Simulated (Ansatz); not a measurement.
Runs of Ansatz 0.2.0 on MnO. The structure is hexagonal, space group P-6m2 (No. 187). The conventional cell has a = 2.969 Å, b = 2.969 Å, c = 2.898 Å, α = 90.00°, β = 90.00°, γ = 120.00°. Around Mn (site symmetry -6m2) lie 6 O at 2.24 Å. Around O (site symmetry -6m2) lie 6 Mn at 2.24 Å. Measurements of this composition are mostly on another form, of space group No. 225.

```csv
task,level,cell,cutoff (eV),points for each segment of the path,gap on the mesh (eV),pressure (GPa),moment (μB),relaxed volume (Å³/atom)
single point,HF,as given,420,-,10.42,6.5,5.00,-
band structure,HSEsol,as given,420,4,1.21,-5.2,5.00,-
single point,B3LYP,as given,420,-,1.91,(b),5.00,-
relaxation of cell and atoms,HSE03,relaxed,420,-,(c),0.0,5.00,11.14
single point,r2SCANh,as given,500,-,1.03,-1.9,5.00,-
relaxation of cell and atoms,B3LYP,relaxed,420,-,1.78,0.0,5.00,11.46
band structure,HSE06,as given,420,4,(a),-0.6,5.00,-
relaxation of cell and atoms,PBE0,relaxed,420,-,1.94,0.0,5.00,(d)
```

Alike in all rows: potentials or basis Ansatz PAW; spin collinear, ferromagnetic start; k mesh 5 × 5 × 5; smearing fermi-dirac 0.05 eV; the mesh is coarse, so values aren't converged.

Question: Fill in the values left out.

Answer: (a) 1.29; (b) 4.0; (c) 0.98; (d) 11.13.

Caveats: all runs use coarse meshes; the magnetic or orbital state may not be the lowest; a cell with one magnetic atom can't hold antiferromagnetic order, which such compounds often take; the PAW data sets come from PBE, with cores solved anew for the run's functional, which leaves a small shift of forces and pressure; odd divisions of the mesh miss points on the zone boundary, where band edges often lie, so the gap on the mesh can be too wide (some runs); the thresholds are loose for stress (some runs); the plane-wave basis is chosen anew once the cell has moved, so the energies of steps on either side of that aren't comparable (some runs); the k mesh misses the band edges, so the gap on the mesh is wider than the one along the path (some runs).
